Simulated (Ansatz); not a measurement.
# In in Ansatz: the effect of functional

The system is In.

```
CELL_PARAMETERS angstrom
-1.60350 1.60350 2.44027
1.60350 -1.60350 2.44027
1.60350 1.60350 -2.44027
ATOMIC_POSITIONS crystal
In 0.00000 0.00000 0.00000
```

The cell isn't the ideal one: volume scaled by 0.96.

Alike in all runs:

| Item | Value |
| --- | --- |
| Program | Ansatz 0.2.0 |
| Task | single point |
| Potentials or basis | Ansatz PAW |
| k mesh | 11 × 11 × 11 |
| Occupations | fermi-dirac, width 0.05 eV |
| Spin | no spin polarisation |

```tsv
functional	cutoff	pressure (GPa)
LDA	420 eV (not typed: the program's choice for these potentials)	-0.9
r2SCAN	500 eV (not typed: the program's choice for these potentials)	?
PBE	420 eV (not typed: the program's choice for these potentials)	4.1
```

What does the run with functional r2SCAN give?

Pressure 2.2 GPa.

Caveats: the PAW data sets come from PBE, with cores solved anew for the run's functional, which leaves a small shift of forces and pressure (some runs).
